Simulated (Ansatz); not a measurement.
# SiO2 (P3_121): the host for defect calculations

Aim: the runs on the perfect crystal SiO2 (P3_121) that a defect calculation needs first.

Method: plane-wave PAW DFT, PBEsol; relaxation of the host's cell and atoms; PAW set soft_1, in the first sound run; inputs show where later runs differ, in Ansatz 0.2.0.

### 1. The starting structure

Symmetry: P3_121, No. 152, trigonal system. The conventional cell has a = 4.915 Å, b = 4.915 Å, c = 5.431 Å, α = 90.00°, β = 90.00°, γ = 120.00°. Si has 4 O at 1.61 to 1.62 Å nearest. O has 2 Si at 1.61 to 1.62 Å nearest. Farther neighbours and most contacts between anions are not listed.

### 2. Host cell relaxation

Lattice and positions are set free, within the symmetry that the program keeps.

cell/input.yaml reads:

```yaml
crystal:
  lattice:
    - [4.9149662, 0.0, 0.0]
    - [-2.4574831, 4.2564856, 0.0]
    - [0.0, 0.0, 5.4313011]
  atoms:
    - { symbol: Si, position: [0.53108859, 0.53108859, 0.0] }
    - { symbol: Si, position: [0.0, 0.46891141, 0.66666667] }
    - { symbol: Si, position: [0.46891141, 0.0, 0.33333333] }
    - { symbol: O, position: [0.26922311, 0.41339429, 0.78489098] }
    - { symbol: O, position: [0.58660571, 0.85582882, 0.11822431] }
    - { symbol: O, position: [0.14417118, 0.73077689, 0.45155765] }
    - { symbol: O, position: [0.41339429, 0.26922311, 0.21510902] }
    - { symbol: O, position: [0.73077689, 0.14417118, 0.54844235] }
    - { symbol: O, position: [0.85582882, 0.58660571, 0.88177569] }
basis:
  ecutwfc: 420
  xc_grid: 2
hamiltonian:
  xc: pbesol
  pseudopotentials: { kind: paw, azcp: { folder: soft_1 }, xc_functional: pbe }
kpoints:
  mp_grid: { grid: [7, 7, 5] }
scf:
  occupations: { method: fixed }
  max_iter: 100
relax:
  f_tol: 0.005
  max_steps: 60
  cell: {}
output:
  forces: true
  stress: true
checkpoint:
  write: "../cell.run"
  compress: false
  write_wavefunctions: false
  write_every: 100000
```

The run is started by

```sh
$ ansatz run input.yaml --threads 32 --pin off --max-ram 84787MiB --backend cpu --events-out ev --progress --plain --runs-dir out
```

Numbers of over 12 decimals in the logs are rounded to 6 here.

The program printed:

```text
[... repeated set-up lines and file paths are left out, and long positions are rounded to six places ...]
Engine: ansatz 0.2.0, aarch64-unknown-linux-gnu
Pseudopotentials: kind: paw
Pseudopotential: Si, paw, valence charge 4, recommended cutoff 420 eV (normal), soft_1/Si.paw.azcp
Pseudopotential: O, paw, valence charge 6, recommended cutoff 420 eV (normal), soft_1/O.paw.azcp
Functional definition: PBEsol
  exchange = pbesol_x
  correlation = pbesol_c
Crystal: 9 atoms, lattice volume = 113.625 Å³
Basis set: ecut = 420 eV, 2209 PW (Γ), exchange–correlation on 72×72×80 points (8 copies of the dense FFT grid, shifted against one another)
Bands: 33, of which v1, the nominal top of the filled ones, is band 24 counted from 1 (23 counted from 0)
Symmetry: 6 space group operations
Space group: P3121 (ITA 152), of the structure as read, at distance tolerance 4.8e-5 Å
k-points: 32 of 245 (time reversal used)
Non-local potential: Si, projectors of the file, l = 0: 2, l = 1: 2, l = 2: 1
Non-local potential: O, projectors of the file, l = 0: 2, l = 1: 2, l = 2: 1
PAW form: soft (Blöchl's): semilocal exchange-correlation on the pseudo side does not see the compensation charge
PAW frozen core: Si, regenerated for the run's functional, and the local potential with it (the file was generated under x = pbe(κ = 0.804, μ = 0.219515), c = pbe(β = 0.066725))
PAW frozen core: O, regenerated for the run's functional, and the local potential with it (the file was generated under x = pbe(κ = 0.804, μ = 0.219515), c = pbe(β = 0.066725))
PAW one-centre angular grid: Si, 110 points (default); XC on 64 Gauss nodes
PAW one-centre angular grid: O, 110 points (default); XC on 64 Gauss nodes
Initial density: superposition of atomic densities (chi_scale 0.1, normalization cell, long waves kept (reshape's long-wave potential 0.01 eV rms))
Initial wavefunctions: pseudopotential atomic-orbital guess
Functional: x = pbesol(κ = 0.804, μ = 0.123457), c = pbesol(β = 0.046)
SCF iter   1: F=—  HF=-5244.299205 eV  |Δ(HF+E_count)|=         —  Δρ=1.24e-1  dr2=1.58e1  Hψ=4573
preconditioner: auto → Resta (q_TF=auto, 2.363 Å⁻¹)  ε∞=2.8  [insulator: Δε(μ)=7.128 eV  Ē_g=17.991 eV  n_scr=22 (ndim 8)  ℏωp=24.1 eV  f_vac=0.003  ε∞_Penn≈2.8]
SCF iter   2: F=—  HF=-5239.961154 eV  |Δ(HF+E_count)|=    4.34e0  Δρ=4.31e-2  dr2=8.83e-1  Hψ=2407
SCF iter   3: F=—  HF=-5239.862791 eV  |Δ(HF+E_count)|=   9.84e-2  Δρ=2.06e-2  dr2=2.73e-1  Hψ=1043
automatic band count: iteration 3 solves 32 bands in place of 33: the levels show a gap, and the empty bands left out lie too high to hold charge; the band table lists the bands solved (type scf.n_extra_bands for more)
[...]
SCF 1 converged in 8 iterations: F = -5239.861946 eV  dr2 = 9.46e-9
  greatest PAW one-centre occupation: 0.859 electrons in one spin orbital (limit 2), on the O atom at site 8 (counted from 0), in its partial waves of l = 0
relax step   1: F+E_penalty+E_count = -5239.86194633 eV  Δ(F+E_penalty+E_count) = +0.000e0 eV  max|allowed force component| = 1.634e-1 eV/Å  Δτ_max = 0.0000 Å  P = +2.724 GPa  Ω = 113.625 Å³  (8 SCF iters, dr2 threshold 1.00e-7 eV, accepted)
[... the SCF cycles and remarks between the steps are left out from here to the last step ...]
relax step   2: F+E_penalty+E_count = -5239.86996666 eV  Δ(F+E_penalty+E_count) = -8.020e-3 eV  max|allowed force component| = 1.015e-1 eV/Å  Δτ_max = 0.0017 Å  P = +1.424 GPa  Ω = 114.405 Å³  energy of the carried Pulay correction = -1.927e-3 eV  (5 SCF iters, dr2 threshold 9.00e-7 eV, accepted)
relax step   3: F+E_penalty+E_count = -5239.87209153 eV  Δ(F+E_penalty+E_count) = -2.125e-3 eV  max|allowed force component| = 2.916e-2 eV/Å  Δτ_max = 0.0024 Å  P = -0.007 GPa  Ω = 115.270 Å³  energy of the carried Pulay correction = -4.048e-3 eV  (5 SCF iters, dr2 threshold 9.00e-7 eV, accepted)
relax step   4: F+E_penalty+E_count = -5239.87279299 eV  Δ(F+E_penalty+E_count) = -7.015e-4 eV  max|allowed force component| = 1.200e-2 eV/Å  Δτ_max = 0.0033 Å  P = +0.004 GPa  Ω = 115.131 Å³  energy of the carried Pulay correction = -3.708e-3 eV  (5 SCF iters, dr2 threshold 5.32e-8 eV, accepted)
relax step   5: F+E_penalty+E_count = -5239.87264038 eV  Δ(F+E_penalty+E_count) = +1.526e-4 eV  max|allowed force component| = 1.406e-3 eV/Å  Δτ_max = 0.0022 Å  P = +0.001 GPa  Ω = 115.203 Å³  energy of the carried Pulay correction = -3.884e-3 eV  (5 SCF iters, dr2 threshold 9.00e-9 eV, accepted)
relax step   6: F+E_penalty+E_count = -5239.87678901 eV  Δ(F+E_penalty+E_count) = -4.149e-3 eV  max|allowed force component| = 1.430e-3 eV/Å  Δτ_max = 0.0000 Å  P = +0.068 GPa  Ω = 115.203 Å³  stress off target by 7.95e-2 GPa  SCF on the basis re-selected at this cell (its energy is not comparable with the rows above)  (5 SCF iters)
relax step   7: F+E_penalty+E_count = -5239.87637903 eV  Δ(F+E_penalty+E_count) = +4.100e-4 eV  max|allowed force component| = 8.122e-4 eV/Å  Δτ_max = 0.0033 Å  P = +0.008 GPa  Ω = 115.389 Å³  energy of the carried Pulay correction = -4.601e-4 eV  (5 SCF iters, dr2 threshold 1.58e-8 eV, accepted)
iter 1 solved again at ethr=1.47e-7 eV; its pass at ethr=3.10e-3 eV (dr2=7.06e-5 eV) is discarded
SCF iter   1: F=—  HF=-5239.877001 eV  |Δ(HF+E_count)|=         —  Δρ=1.50e-5  dr2=4.21e-8  Hψ=7868
[...]
SCF iter   2: F=—  HF=-5239.876986 eV  |Δ(HF+E_count)|=   1.51e-5  Δρ=7.21e-6  dr2=1.30e-8  Hψ=2314
SCF iter   3: F=—  HF=-5239.876986 eV  |Δ(HF+E_count)|=   2.07e-8  Δρ=2.28e-6  dr2=2.04e-9  Hψ=1483
SCF iter   4: F=—  HF=-5239.876986 eV  |Δ(HF+E_count)|=   1.90e-9  Δρ=3.60e-7  dr2=1.90e-10  Hψ=1500
SCF iter   5: F=-5239.876986 eV  HF=-5239.876986 eV  |Δ(HF+E_count)|=  2.22e-10  Δρ=1.52e-7  dr2=1.90e-11  Hψ=4028
SCF 8 converged in 5 iterations: F = -5239.876986 eV  dr2 = 1.90e-11
relax step   8: F+E_penalty+E_count = -5239.87698619 eV  Δ(F+E_penalty+E_count) = -6.072e-4 eV  max|allowed force component| = 8.195e-4 eV/Å  Δτ_max = 0.0000 Å  P = +0.012 GPa  Ω = 115.389 Å³  stress off target by 1.43e-2 GPa  SCF on the basis re-selected at this cell (its energy is not comparable with the rows above)  (5 SCF iters)
basis re-selected at this cell: Δ(F+E_penalty+E_count) = -6.072e-4 eV, ΔP = +0.004 GPa vs the last step (what re-selecting the basis moved, of the pressure what is left beyond the Pulay correction that the steps carried, after the strain that the cell walked [...]
SCF converged after 5 iterations
Free energy (F): -5239.876986 eV
Harris-Foulkes:  -5239.876986 eV  (|F-HF|=1.82e-12)
Internal energy: -5239.876986 eV  (E = F + TS)
E sigma→0 (E₀):  -5239.876986 eV
Fermi energy:    2.239652 eV
--- Per-component energies (eV) ---
  E_band       = -216.789420
  E_kinetic    = 1161.508780
  E_local      = -2937.295155  (includes V_loc(G=0)·N_el)
  E_nonlocal   = 382.533023
  E_hartree    = 1070.681524
  E_xc         = -594.901921
  E_vxc        = -691.576554  (∫ρ·V_xc dr)
  E_paw        = -2441.938702  (= ΣΔE_a)
  E_vpaw       = -273.327703  (= ΣTr[D̂ρ^β])
  E_aug_tail   = 0.005017  (compensation charges beyond the density's cutoff)
  E_ewald      = -1880.775961
  E_core_change = 0.306410  (= ΣΔE_core)
  E_smearing   = -0.000000  (= −TS)
  E_closure    = 0.000000  (closes the sum)
  Σ components = -5239.876986   (vs F -5239.876986, Δ=0.00e0)
--- Forces (eV/Å), atoms counted from 1 ---
  atom   1  Si    -0.00011175    -0.00019356    -0.00000000
  atom   2  Si    -0.00011175     0.00019356    -0.00000000
  atom   3  Si     0.00022350     0.00000000    -0.00000000
  atom   4  O      0.00041344    -0.00002682     0.00081946
  atom   5  O     -0.00018349     0.00037146     0.00081946
  atom   6  O     -0.00022994    -0.00034464     0.00081946
  [... 3 more lines of this table ...]
  max |Σ_I F_I| component: 2.03e-17 eV/Å
--- Stress (GPa, compression-positive) ---
        0.014346       0.000000       0.000000
        0.000000       0.014346      -0.000000
        0.000000      -0.000000       0.008010
  P = ⅓ Tr σ = 0.0122 GPa (0.122 kbar)
--- Relaxed structure (6 steps of the walk, 6 accepted, 2 SCFs on fresh bases) ---
  F+E_penalty+E_count = -5239.87698619 eV   max|allowed force component| = 8.195e-4 eV/Å   (the final SCF, on the basis selected at the relaxed cell)
  cell:  # Å, volume = 115.3892 Å³
    - [4.948403, 0.0, 3.1459828728171723e-18]
    - [-2.474202, 4.285443, -1.5729914364085865e-18]
    - [3.476479698580761e-18, 0, 5.441322]
  atoms:
    - { symbol: Si, position: [0.529716, 0.529716, 0] }
    - { symbol: Si, position: [2.728721176181482e-17, 0.470284, 0.666667] }
    - { symbol: Si, position: [0.470284, 0, 0.333333] }
    - { symbol: O, position: [0.267083, 0.412486, 0.785388] }
    - { symbol: O, position: [0.587514, 0.854597, 0.118721] }
    - { symbol: O, position: [0.145403, 0.732917, 0.452054] }
  [... 3 more lines of this table ...]
```

Wall time 4.6 s (32 threads of Arm Neoverse V2, shared host); peak memory 0.53 GiB.

The steps of the relaxation:

| step | energy less that of the first step (eV) | largest force component (eV/Å) | pressure (GPa) | volume (Å³) |
| --- | --- | --- | --- | --- |
| 1 | 0.0000 | 0.1634 | 2.72 | 113.63 |
| 2 | -0.0080 | 0.1015 | 1.42 | 114.41 |
| 3 | -0.0101 | 0.0292 | -0.01 | 115.27 |
| 4 | -0.0108 | 0.0120 | 0.00 | 115.13 |
| 5 | -0.0107 | 0.0014 | 0.00 | 115.20 |
| 6 | -0.0148 | 0.0014 | 0.07 | 115.20 |
| 7 | -0.0144 | 0.0008 | 0.01 | 115.39 |
| 8* | -0.0150 | 0.0008 | 0.01 | 115.39 |

Relaxation steps marked * repeat the geometry before them on a plane-wave basis chosen anew for their cell, so energy and pressure can jump there. The log counts 2 steps on a newly chosen plane-wave basis, not all of them marked here; energy and pressure can jump at such steps.

Forces are held to the 6 operations that the run works with; a distortion that breaks them can't arise in this run.

| conventional cell, symmetrised | before | after | change |
| --- | --- | --- | --- |
| a (Å) | 4.915 | 4.948 | +0.7 % |
| b (Å) | 4.915 | 4.948 | +0.7 % |
| c (Å) | 5.431 | 5.441 | +0.2 % |
| volume (Å³/atom) | 12.63 | 12.82 | +1.6 % |

Numbers from this step:

| Property | Result |
| --- | --- |
| pressure | 0.01223 GPa |

The relaxation ends with a largest force component of 8.2e-4 eV/Å and a pressure of 0.01 GPa.

### 3. Dielectric tensors of the host

The response to a uniform electric field gives the electronic dielectric tensor.

This step: plane-wave PAW DFPT, PBEsol; dielectric tensors, Born charges and zone-centre modes of the host; PAW set soft_1 (Ansatz 0.2.0).

eps/input.yaml reads:

```yaml
crystal:
  lattice:
    - [4.9484030706, 0.0, 0.0]
    - [-2.4742015353, 4.2854427673, 0.0]
    - [0.0, 0.0, 5.4413215915]
  atoms:
    - { symbol: Si, position: [0.5297160375, 0.5297160375, 0.0] }
    - { symbol: Si, position: [0.0, 0.4702839625, 0.6666666667] }
    - { symbol: Si, position: [0.4702839625, 0.0, 0.3333333333] }
    - { symbol: O, position: [0.2670834984, 0.4124860174, 0.7853875589] }
    - { symbol: O, position: [0.5875139826, 0.854597481, 0.1187208922] }
    - { symbol: O, position: [0.145402519, 0.7329165016, 0.4520542255] }
    - { symbol: O, position: [0.4124860174, 0.2670834984, 0.2146124411] }
    - { symbol: O, position: [0.7329165016, 0.145402519, 0.5479457745] }
    - { symbol: O, position: [0.854597481, 0.5875139826, 0.8812791078] }
basis:
  ecutwfc: 420
hamiltonian:
  xc: pbesol
  pseudopotentials: { kind: paw, azcp: { folder: soft_1 }, xc_functional: pbe }
kpoints:
  mp_grid: { grid: [6, 6, 5] }
scf:
  occupations: { method: fixed }
  max_iter: 100
phonons:
  method: dfpt
  dielectric: true
  rigid_motions: translations
```

The program printed:

```text
[...]
Crystal: 9 atoms, lattice volume = 115.389 Å³
Basis set: ecut = 420 eV, 2221 PW (Γ), exchange–correlation on 72×72×96 points (8 copies of the dense FFT grid, shifted against one another)
Bands: 33, of which v1, the nominal top of the filled ones, is band 24 counted from 1 (23 counted from 0)
Symmetry: 6 space group operations
k-points: 92 of 180 (irreducible under 1 space group operation, time reversal used)
[...]
SCF iter   1: F=—  HF=-5244.196546 eV  |Δ(HF+E_count)|=         —  Δρ=1.22e-1  dr2=1.55e1  Hψ=13042
[...]
SCF iter  10: F=-5239.876949 eV  HF=-5239.876949 eV  |Δ(HF+E_count)|=  2.32e-10  Δρ=5.80e-8  dr2=4.50e-12  Hψ=23740
SCF 1 converged in 10 iterations: F = -5239.876949 eV  dr2 = 4.50e-12
[...]
NSCF: frozen V_eff on 5 k-points
DFPT response loops at Γ: preconditioner auto → none (the input reference at scf.mixing.eps_inf says where Resta's filter doesn't serve); β = 0.50; Broyden in place of MSR1
SCF converged after 10 iterations
Free energy (F): -5239.876949 eV
[...]
Internal energy: -5239.876949 eV  (E = F + TS)
E sigma→0 (E₀):  -5239.876949 eV
Fermi energy:    2.247114 eV
[...]
--- Band table (eV; the first three rows and the last of 92) ---
[...]
--- Phonons (Γ-DFPT): 5 representative perturbations + reference, on 92 of 180 k-points (Σ response iterations 20) ---
  k mesh reduced under 1 symmetry operation, with k and −k counted as one. Each operation leaves every solved perturbation unchanged. A smaller set is not considered because the run solves the response to a homogeneous field
  ASR residual: 1.085e-5 → 0.000e0 eV/Å²; symmetrization residual: 2.452e-5 eV/Å²
  ASR residual per site (eV/Å²): 9.45e-6 9.45e-6 1.08e-5 8.79e-6 9.24e-6 1.05e-5 1.05e-5 9.24e-6 8.79e-6
  Γ frequencies (cm⁻¹): 0.00 0.00 0.00 120.52 120.52 196.96 248.48 248.48 335.14 340.20 370.45 370.45 420.87 420.87 441.20 465.40 675.05 675.05 756.64 776.13 776.13 1043.91 1043.91 1051.46 1060.83 1135.30 1135.30
  ε∞ (high-frequency dielectric tensor):
        2.486976     0.000000     0.000000
       -0.000000     2.486976     0.000000
        0.000000     0.000000     2.519641
  ε⁰ (static dielectric tensor: ions relaxed, cell fixed):
        4.630512    -0.000000    -0.000000
       -0.000000     4.630512     0.000000
       -0.000000     0.000000     4.852556
  ε⁰ − ε∞ (ionic part):
        2.143536    -0.000000    -0.000000
       -0.000000     2.143536     0.000000
       -0.000000     0.000000     2.332915
  softest optical mode at Γ: 120.52 cm⁻¹; the repairs (sum rule, projections) moved no ω² at Γ by more than (3.41 cm⁻¹)²
  Born effective charges Z* (e; rows j = field, columns β = displacement):
    site 0:
         3.50631   -0.29403    0.27070
        -0.29403    3.16679   -0.15629
        -0.23284    0.13443    3.45545
    site 1:
         3.50631    0.29403   -0.27070
         0.29403    3.16679   -0.15629
         0.23284    0.13443    3.45545
    site 2:
         2.99703    0.00000    0.00000
         0.00000    3.67607    0.31258
         0.00000   -0.26886    3.45545
    site 3:
        -2.28882   -0.08202   -0.81960
        -0.02996   -1.04773   -0.06594
        -0.82362   -0.13825   -1.72773
    site 4:
        -1.40649    0.53937    0.46691
         0.59143   -1.93006   -0.67682
         0.53154   -0.64415   -1.72773
    site 5:
        -1.30951   -0.53544    0.35269
        -0.48339   -2.02703    0.74276
         0.29208    0.78240   -1.72773
    site 6:
        -1.30951    0.53544   -0.35269
         0.48339   -2.02703    0.74276
        -0.29208    0.78240   -1.72773
    site 7:
        -1.40649   -0.53937   -0.46691
        -0.59143   -1.93006   -0.67682
        -0.53154   -0.64415   -1.72773
    site 8:
        -2.28882    0.08202    0.81960
         0.02996   -1.04773   -0.06594
         0.82362   -0.13825   -1.72773
  Z* charge neutrality: 1.954e-5 e pre-enforcement
  k-mesh period / interband length: 27.2 Å / 0.99 Å = 27.61 at k = (0.0000, 0.0000, 0.0000), direct gap 6.033 eV — 14 or more, which is no proof of convergence
  optical modes at Γ without the LO–TO term, one row a degenerate level:
      ω (cm⁻¹)  modes    IR ((D/Å)²/amu)
        120.52      2             0.0010
        196.96      1             0.0000
        248.48      2             0.4034
        335.14      1             0.0000
[...]
optical modes at Γ + LO–TO along q̂ = [1.0000, 0.0000, 0.0000]:
      ω (cm⁻¹)  modes    IR ((D/Å)²/amu)
[...]
optical modes at Γ + LO–TO along q̂ = [0.0000, 1.0000, 0.0000]:
      ω (cm⁻¹)  modes    IR ((D/Å)²/amu)
[...]
optical modes at Γ + LO–TO along q̂ = [0.0000, 0.0000, 1.0000]:
      ω (cm⁻¹)  modes    IR ((D/Å)²/amu)
[...]
362.76      1             0.9464
        370.45      2             5.7751
        420.87      2            16.0034
        441.20      1             0.0000
        516.87      1             5.0598
        675.05      2             1.2201
        768.39      1             1.7068
        776.13      2             6.7694
       1043.91      2            85.1670
       1060.83      1             0.0000
       1135.30      2             1.0784
       1213.32      1            53.7517
```

Run time: 16 s. Hardware: 32 threads; peak memory 1.5 GiB; 6.2 min of CPU time.

Reading the cycles: dr2 is the Hartree energy of the density residual (eV), the measure of convergence; HF is the Harris–Foulkes estimate of the energy, which meets the free energy F at convergence.

Electronic dielectric tensor:

```
2.49 0.00 0.00
0.00 2.49 0.00
0.00 0.00 2.52
```

Static dielectric tensor:

```
4.63 0.00 0.00
0.00 4.63 0.00
0.00 0.00 4.85
```

The principal values of the electronic dielectric tensor are 2.49, 2.49 and 2.52. The principal values of the static dielectric tensor are 4.63, 4.63 and 4.85.

(Part 1 of 2 ends here.)

[Logs are printed without paths, hosts, clocks, repeated set-up lines and the standing remarks that a program may print on its own settings, such as how far it seeks lower states.]

[Hosts, paths, dates, database ids (printed as entryN), source tags and the programs' standing remarks are cut or masked in the printed files.]

[Runs of the host that timed out are not shown.]

[For some hosts the program warned that the k-mesh of the response run may be too coarse for force constants and the static dielectric constant; such warnings are not always shown.]
